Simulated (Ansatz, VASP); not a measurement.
**One calculation of ZrC, two programs**

```
Zr C
1.0
     0.00000    2.33060    2.33060
     2.33060    0.00000    2.33060
     2.33060    2.33060    0.00000
Zr C
1 1
Direct
  0.50000 0.50000 0.50000
  0.00000 0.00000 0.00000
```

Alike in both runs: task single point; functional PBE; k mesh 20 × 20 × 20; occupations gaussian, width 0.1 eV; no spin polarisation.

|  | VASP | Ansatz |
| --- | --- | --- |
| version | VASP 6.6.1 | Ansatz 0.2.0 |
| potentials or method | VASP PAW PBE potentials, release 64 (Zr_sv, C) | scalar-relativistic, plane waves, PAW |
| plane-wave cutoff (eV) | 520 | 420 |
| valence electrons in the cell | 16 | 16 |

```tsv
	VASP	Ansatz	Ansatz less VASP
gap on the k mesh at the Fermi level (eV)	none	none	-
pressure (GPa)	7.5	7.2	-0.27
```

A gap of «none» marks a metal or a gap that the smearing closes.
